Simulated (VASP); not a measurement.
# F4C in VASP: reference runs

Aim: a first look at F4C with PBE, on the cell as given.

Program: VASP 6.6.1. These are calculated values, not measurements. Logs are shortened: lines on timing, memory, paths and dates and some standing lists are left out, and cuts for length are marked.

## Step 1: Starting point

The cell holds a molecule in a box, 5 atoms: a = 12.000 Å, b = 11.000 Å, c = 11.000 Å, α = 90.00°, β = 90.00°, γ = 90.00°.

## Step 2: Single point, PBE

Input file INCAR:

```
PREC = Accurate ; ENCUT = 520
EDIFF = 1E-7 ; ISMEAR = 0
SIGMA = 0.01 ; LREAL = F
LASPH = T ; NELM = 100
ALGO = Normal ; ISIF = 2
LWAVE = F ; LCHARG = F
GGA = PE ; NBANDS = 24
```

Input file KPOINTS:

```
regular mesh
0
Gamma
  1 1 1
```

Input file POSCAR:

```
CF4
1.0
   12.0000000000      0.0000000000      0.0000000000
    0.0000000000     11.0000000000      0.0000000000
    0.0000000000      0.0000000000     11.0000000000
F C
4 1
Direct
    0.4174333300      0.4852545500      0.5919863600
    0.5847333300      0.4373818200      0.5402227300
    0.4496083300      0.4115000000      0.4141954500
    0.5046583300      0.5923181800      0.4586954500
    0.4891083300      0.4816181800      0.5012772700
```

Potentials or basis: VASP PAW PBE potentials, release 64 (F, C).

Command:

```console
> cat potpaw_PBE.64/F/POTCAR potpaw_PBE.64/C/POTCAR > POTCAR
> mpirun -np 1 vasp_gam > vasp.out
```

OUTCAR:

```text
PREC = Accurate
   ENCUT = 520
   EDIFF = 1E-7
   ISMEAR = 0
   LREAL = F
   LASPH = T
   NELM = 100
   ISIF = 2
   GGA = PE

 ion  position               nearest neighbor table
   1  0.417  0.485  0.592-   5 1.32
   2  0.585  0.437  0.540-   5 1.32
   3  0.450  0.411  0.414-   5 1.32
   4  0.505  0.592  0.459-   5 1.32
   5  0.489  0.482  0.501-   1 1.32   4 1.32   2 1.32   3 1.32

  LATTYP: Found a simple tetragonal cell.
 ALAT       =    11.0000000000
 C/A-ratio  =     1.0909090909

  Lattice vectors:

 A1 = (   0.0000000000,  11.0000000000,   0.0000000000)
 A2 = (   0.0000000000,   0.0000000000,  11.0000000000)
 A3 = (  12.0000000000,   0.0000000000,   0.0000000000)

Analysis of symmetry for initial positions (statically):
=====================================================================
 Subroutine PRICEL returns:
 Original cell was already a primitive cell.

 Routine SETGRP: Setting up the symmetry group for a
 simple tetragonal supercell.

 Subroutine GETGRP returns: Found  1 space group operations
 (whereof  1 operations were pure point group operations)
 out of a pool of 16 trial point group operations.

The static configuration has the point symmetry C_1 .

Analysis of symmetry for dynamics (positions and initial velocities):
=====================================================================
 Subroutine PRICEL returns:
 Original cell was already a primitive cell.

 Routine SETGRP: Setting up the symmetry group for a
 simple tetragonal supercell.

 Subroutine GETGRP returns: Found  1 space group operations
 (whereof  1 operations were pure point group operations)
 out of a pool of 16 trial point group operations.

The dynamic configuration has the point symmetry C_1 .

 Subroutine INISYM returns: Found  1 space group operations
 (whereof  1 operations are pure point group operations),
 and found     1 'primitive' translations

----------------------------------------------------------------------------------------

                                     Primitive cell

  volume of cell :    1452.0000

  direct lattice vectors                    reciprocal lattice vectors
    12.000000000  0.000000000  0.000000000     0.083333333  0.000000000  0.000000000
     0.000000000 11.000000000  0.000000000     0.000000000  0.090909091  0.000000000
     0.000000000  0.000000000 11.000000000     0.000000000  0.000000000  0.090909091

  length of vectors
    12.000000000 11.000000000 11.000000000     0.083333333  0.090909091  0.090909091

  position of ions in fractional coordinates (direct lattice)
     0.417433330  0.485254550  0.591986360
     0.584733330  0.437381820  0.540222730
     0.449608330  0.411500000  0.414195450
     0.504658330  0.592318180  0.458695450
     0.489108330  0.481618180  0.501277270

  ion indices of the primitive-cell ions
   primitive index   ion index
                 1           1
                 2           2
                 3           3
                 4           4
                 5           5

----------------------------------------------------------------------------------------

 KPOINTS: regular mesh

Automatic generation of k-mesh.
 Grid dimensions read from file:
 generate k-points for:    1    1    1

 Generating k-lattice:

  Cartesian coordinates                     Fractional coordinates (reciprocal lattice)
     0.083333333  0.000000000  0.000000000     1.000000000  0.000000000  0.000000000
     0.000000000  0.090909091  0.000000000     0.000000000  1.000000000  0.000000000
     0.000000000  0.000000000  0.090909091     0.000000000  0.000000000  1.000000000

  Length of vectors
     0.083333333  0.090909091  0.090909091

  Shift w.r.t. Gamma in fractional coordinates (k-lattice)
     0.000000000  0.000000000  0.000000000

 Subroutine IBZKPT returns following result:
 ===========================================

 Found      1 irreducible k-points:

 Following reciprocal coordinates:
            Coordinates               Weight
  0.000000  0.000000  0.000000      1.000000
   k-points           NKPTS =      1   k-points in BZ     NKDIM =      1   number of bands    NBANDS=     24
   number of dos      NEDOS =    301   number of ions     NIONS =      5
   total plane-waves  NPLWV = 635040
   dimension x,y,z NGX =    90 NGY =   84 NGZ =   84
   dimension x,y,z NGXF=   180 NGYF=  168 NGZF=  168
   ions per type =               4   1
   NGX,Y,Z   is equivalent  to a cutoff of  12.47, 12.70, 12.70 a.u.
   NGXF,Y,Z  is equivalent  to a cutoff of  24.94, 25.39, 25.39 a.u.
 SYSTEM =  unknown system
   PREC   = accura    normal or accurate (medium, high low for compatibility)
   ISTART =      0    job   : 0-new  1-cont  2-samecut
   ICHARG =      2    charge: 1-file 2-atom 10-const
   ISPIN  =      1    spin polarized calculation?
   LNONCOLLINEAR =      F non collinear calculations
   LSORBIT =      F    spin-orbit coupling
   LASPH  =      T    aspherical Exc in radial PAW
   ENCUT  =  520.0 eV  38.22 Ry    6.18 a.u.  22.31 20.45 20.45*2*pi/ulx,y,z
   NELM   =    100;   NELMIN=  2; NELMDL= -5     # of ELM steps
   EDIFF  = 0.1E-06   stopping-criterion for ELM
   LREAL  =      F    real-space projection
   EDIFFG = 0.1E-05   stopping-criterion for IOM
   NSW    =      0    number of steps for IOM
   IBRION =     -1    ionic relax: 0-MD 1-quasi-New 2-CG
   NFREE  =      0    steps in history (QN), initial steepest desc. (CG)
   ISIF   =      2    stress and relaxation
   ISYM   =      2    0-nonsym 1-usesym 2-fastsym
   POTIM  = 0.5000    time-step for ionic-motion
   TEBEG  =    0.0;   TEEND  =   0.0 temperature during run
   PSTRESS=    0.0 pullay stress
   NELECT =      32.0000    total number of electrons
   NUPDOWN=      -1.0000    fix difference up-down
   EMIN   =  10.00;   EMAX   =-10.00  energy-range for DOS
   EFERMI =   0.00;   METHOD = LEGACY
   ISMEAR =     0;   SIGMA  =   0.01  broadening in eV -4-tet -1-fermi 0-gaus
   EFERMI_NEDOS =   21; number of points for ismear=-14 and -15
   IALGO  =     38    algorithm
   IMIX   =      4    mixing-type and parameters
     AMIX     =   0.40;   BMIX     =  1.00
     AMIX_MAG =   1.60;   BMIX_MAG =  1.00
  volume/ion in A,a.u.               =     290.40      1959.72
  Fermi-wavevector in a.u.,A,eV,Ry     =   0.458989  0.867364  2.866356  0.210671
  Thomas-Fermi vector in A             =   1.444625
   LORBIT       =      0    0 simple, 1 ext, 2 COOP (PROOUT), +10 PAW based schemes
   GGA     = PE    functional components
   LHFCALC =     F    Hartree Fock is set to
   AEXX    =    0.0000 exact exchange contribution
   IVDW    =     0    specifies the selected vdW correction
   LEPSILON=     F    determine dielectric tensor
   LRPA    =     F    only Hartree local field effects (RPA)
 non-spin polarized calculation
 Gauss-broadening in eV      SIGMA  =   0.01
  energy-cutoff  :      520.00
  volume of cell :     1452.00
 maximum number of plane-waves:     19579
 NGX is ok and might be reduce to    90
   NGX = 45   NGY = 41   NGZ = 41

 number of electron      31.9999988 magnetization

 Free energy of the ion-electron system (eV)
  ---------------------------------------------------
  ext. energy  EPLUGINS =         0.00000000
  ---------------------------------------------------
  free energy    TOTEN  =       -25.52419074 eV

  energy without entropy =      -25.52419074  energy(sigma->0) =      -25.52419074

 E-fermi : -10.0475     XC(G=0):  -0.6617

 val. band max:      -10.1748793235   @ k =   0.0000   0.0000   0.0000
 cond. band min:      -0.3257865550   @ k =   0.0000   0.0000   0.0000
 fundamental gap:      9.8490927685
 Fermi energy:       -10.0475066539

 k-point     1 :       0.0000    0.0000    0.0000
  band No.  band energies     occupation
      1     -34.8698      2.00000
      2     -31.7483      2.00000
      3     -31.7477      2.00000
      4     -31.7469      2.00000
      5     -17.9921      2.00000
      6     -15.7463      2.00000
[... 16 lines left out ...]
     23       1.2269      0.00000
     24       1.9995      0.00000

------------------------ aborting loop because EDIFF is reached ----------------------------------------

  FORCE on cell =-STRESS in cart. coord.  units (eV):
  Direction    XX          YY          ZZ          XY          YZ          ZX
  --------------------------------------------------------------------------------------
  -------------------------------------------------------------------------------------
  Total        2.4644537      2.4677330      2.4665003     -0.0004827     -0.0000438     -0.0004522
  in kB        2.7193470      2.7229655      2.7216053     -0.0005326     -0.0000483     -0.0004989
  external PRESSURE =       2.7213059 kB  Pullay stress =       0.0000000 kB

 VOLUME and BASIS-vectors are now :
 -----------------------------------------------------------------------------
  energy-cutoff  :      520.00
  volume of cell :     1452.00
      direct lattice vectors                 reciprocal lattice vectors
    12.000000000  0.000000000  0.000000000     0.083333333  0.000000000  0.000000000
     0.000000000 11.000000000  0.000000000     0.000000000  0.090909091  0.000000000
     0.000000000  0.000000000 11.000000000     0.000000000  0.000000000  0.090909091

 POSITION                                       TOTAL-FORCE (eV/Angst)
 -----------------------------------------------------------------------------------
      5.00920      5.33780      6.51185        -0.988027      0.046833      1.148673
      7.01680      4.81120      5.94245         1.321791     -0.559317      0.491893
      5.39530      4.52650      4.55615        -0.545849     -0.885872     -1.101155
      6.05590      6.51550      5.04565         0.212815      1.401470     -0.537832
      5.86930      5.29780      5.51405        -0.000730     -0.003114     -0.001579
 -----------------------------------------------------------------------------------
    total drift:                                0.002398      0.000311     -0.000441

  FREE ENERGIE OF THE ION-ELECTRON SYSTEM (eV)
  ---------------------------------------------------
  free  energy   TOTEN  =       -25.5241907352 eV

  energy  without entropy=      -25.5241907352  energy(sigma->0) =      -25.52419074
```

It took 1.8 min on 1 thread of Intel Xeon Platinum 8488C (Sapphire Rapids), shared host; peak memory 0.98 GiB.

What came out:

- Free energy: -25.5242 eV
- Largest force: 1.517 eV/Å
- Gap between the frontier levels: 9.85 eV

Forces on the atoms (eV/Å):
```
F   -0.988  0.047  1.149
F    1.322 -0.559  0.492
F   -0.546 -0.886 -1.101
F    0.213  1.401 -0.538
C   -0.001 -0.003 -0.002
```
